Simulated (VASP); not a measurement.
TiSe2:

```
CELL_PARAMETERS angstrom
3.53600 0.00000 0.00000
-1.76800 3.06227 0.00000
0.00000 0.00000 6.00400
ATOMIC_POSITIONS crystal
Ti 0.00000 0.00000 0.00000
Se 0.33333 0.66667 0.25520
Se 0.66667 0.33333 0.74480
```

* Program: VASP 6.6.1
* Task: relaxation of cell and atoms
* Functional: PBE
* Dispersion: D3(BJ)
* Potentials or basis: VASP PAW PBE potentials, release 64 (Ti_sv, Se)
* Cutoff: 600 eV
* k mesh: 9 × 9 × 6
* Occupations: gaussian, width 0.02 eV
* Spin: no spin polarisation

At the start: pressure -1.7 GPa; volume 21.67 Å³/atom.

How do energy, volume and symmetry change on relaxing?

Over 11 steps the energy falls by 7.8 meV/atom and the volume is 20.55 Å³/atom (-5.2 %); space group P-3m1 (No. 164, to 0.05 Å).

The path:
```tsv
step	energy change (eV)	largest force (eV/Å)	pressure (GPa)	volume (Å³)
1	0.0000	0.1000	-1.66	65.01
2	-0.0095	0.3419	0.85	62.92
3	-0.0102	0.2909	0.30	63.34
4	-0.0162	0.1328	0.02	62.97
5	-0.0170	0.0520	-0.12	62.77
6	-0.0195	0.0399	-0.11	62.51
7	-0.0232	0.0008	-0.03	61.71
8	-0.0233	0.0059	-0.03	61.63
9	-0.0232	0.0046	-0.02	61.65
10	-0.0232	0.0105	0.05	61.61
11	-0.0233	0.0008	0.02	61.64
```

Final structure:
```yaml
crystal:
  lattice:
    - [3.48479, 0.00000, 0.00000]
    - [-1.74240, 3.01792, 0.00000]
    - [0.00000, 0.00000, 5.86063]
  atoms:
    - { symbol: Ti, position: [0.00000, 0.00000, 0.00000] }
    - { symbol: Se, position: [0.33333, 0.66667, 0.26476] }
    - { symbol: Se, position: [0.66667, 0.33333, 0.73524] }
```
